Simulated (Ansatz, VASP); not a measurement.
# TiB in VASP and in Ansatz

Contents of INCAR:

```
ALGO = Normal
EDIFF = 1E-7
ENCUT = 520
GGA = PS
ISIF = 2
ISMEAR = -1
KPAR = 2
LASPH = T
LCHARG = F
LREAL = F
LWAVE = F
NBANDS = 40
NELM = 60
PREC = Accurate
SIGMA = 0.05
```

KPOINTS

```
k-points
0
Gamma
  5 9 6
```

The input POSCAR:

```
TiB
1.0
    6.0789249369      0.0000000000      0.0000000000
    0.0000000000      3.0394624684      0.0000000000
    0.0000000000      0.0000000000      4.5293950510
Ti B
4 4
Direct
    0.6770000000      0.2500000000      0.3770000000
    0.3230000000      0.7500000000      0.6230000000
    0.8230000000      0.7500000000      0.8770000000
    0.1770000000      0.2500000000      0.1230000000
    0.5290000000      0.2500000000      0.8970000000
    0.4710000000      0.7500000000      0.1030000000
    0.9710000000      0.7500000000      0.3970000000
    0.0290000000      0.2500000000      0.6030000000
```

File input.yaml:

```yaml
crystal:
  lattice:
    - [6.0789249369, 0.0, 0.0]
    - [0.0, 3.0394624684, 0.0]
    - [0.0, 0.0, 4.529395051]
  atoms:
    - { symbol: Ti, position: [0.677, 0.25, 0.377] }
    - { symbol: Ti, position: [0.323, 0.75, 0.623] }
    - { symbol: Ti, position: [0.823, 0.75, 0.877] }
    - { symbol: Ti, position: [0.177, 0.25, 0.123] }
    - { symbol: B, position: [0.529, 0.25, 0.897] }
    - { symbol: B, position: [0.471, 0.75, 0.103] }
    - { symbol: B, position: [0.971, 0.75, 0.397] }
    - { symbol: B, position: [0.029, 0.25, 0.603] }
hamiltonian:
  xc: pbesol
  pseudopotentials: { kind: paw }
kpoints:
  mp_grid: { grid: [5, 9, 6] }
scf:
  occupations: { method: fermi_dirac, width: 0.05 }
output:
  forces: true
  stress: true
  eigenvalues: true
```

Change from the starting cell: volume scaled by 0.98.

Alike in both runs: task single point; functional PBEsol; k mesh 5 × 9 × 6; occupations fermi-dirac, width 0.05 eV; no spin polarisation.

|  | VASP | Ansatz |
| --- | --- | --- |
| version | VASP 6.6.1 | Ansatz 0.2.0 |
| potentials or method | VASP PAW PBE potentials, release 64 (Ti_sv, B) | Ansatz PAW |
| plane-wave cutoff (eV) | 520 | 420 |
| valence electrons in the cell | 60 | 60 |

```tsv
	VASP	Ansatz	Ansatz less VASP
gap on the k mesh at the Fermi level (eV)	none	none	-
pressure (GPa)	-1.4	-1.5	-0.13
largest component of the traceless stress (GPa)	0.31	0.33	+0.015
rms of the force components (eV/Å)	0.098	0.100	+0.0022
```

Atom by atom the forces differ by 0.004 eV/Å (rms over components). A gap of «none» marks a metal or a gap that the smearing closes. The functional is the same, so the differences come from potentials, cutoffs and numerics.

Caveats: the PAW data sets were made with another functional, which shifts forces and pressure a little (VASP); the PAW data sets come from PBE, with cores solved anew for the run's functional, which leaves a small shift of forces and pressure (Ansatz).
